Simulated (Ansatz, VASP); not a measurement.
## Nb: VASP beside Ansatz

The input INCAR:

```
SYSTEM = Nb
PREC = Accurate ; ENCUT = 600
EDIFF = 1E-6 ; ISMEAR = 0
SIGMA = 0.1 ; LREAL = .False.
LASPH = .True. ; NELM = 80
ALGO = Normal ; ISIF = 3
LWAVE = .False. ; LCHARG = .False.
IBRION = 2 ; NSW = 100
EDIFFG = -0.005
```

KPOINTS

```
Automatic mesh
0
Gamma
  18 18 18
  0 0 0
```

The input POSCAR:

```
Nb
1.0
    0.0000000000      2.0675231415      2.0675231415
    2.0675231415      0.0000000000      2.0675231415
    2.0675231415      2.0675231415      0.0000000000
Nb
1
Direct
    0.0000000000      0.0000000000      0.0000000000
```

Input for Ansatz:

```yaml
crystal:
  lattice:
    - [0.0, 2.0675231417, 2.0675231417]
    - [2.0675231417, 0.0, 2.0675231417]
    - [2.0675231417, 2.0675231417, 0.0]
  atoms:
    - { symbol: Nb, position: [0.0, 0.0, 0.0] }
basis:
  ecutwfc: 420
kpoints:
  mp_grid: { grid: [18, 18, 18] }
hamiltonian:
  xc: lda
scf:
  occupations: { method: gaussian, width: 0.1 }
output:
  forces: true
  stress: true
  eigenvalues: true
relax:
  adjacent_minimum: "off"
  f_tol: 0.005
  max_steps: 80
  cell: { stress_tol: 0.05 }
```

This isn't the form of Nb at room conditions, which is bcc.

Alike in both runs: task relaxation of cell and atoms; functional LDA; k mesh 18 × 18 × 18; occupations gaussian, width 0.1 eV; no spin polarisation.

|  | VASP | Ansatz |
| --- | --- | --- |
| version | VASP 6.6.1 | Ansatz 0.2.0 |
| potentials or method | VASP PAW LDA potentials, release 64 (Nb_sv) | scalar-relativistic, plane waves, PAW |
| plane-wave cutoff (eV) | 600 | 420 |
| valence electrons in the cell | 13 | 13 |

VASP gave:

| Item | Value |
| --- | --- |
| gap on the k mesh at the Fermi level, each at its own relaxed structure (eV) | none |
| relaxed volume (Å³/atom) | 17.72 |
| relaxed cell length with the largest relative difference (Å) | 2.926 |

Q: Estimate Ansatz's values.

A: gap on the k mesh at the Fermi level, each at its own relaxed structure (eV): none; relaxed volume (Å³/atom): 17.73; relaxed cell length with the largest relative difference (Å): 2.927.

A gap of «none» marks a metal or a gap that the smearing closes.
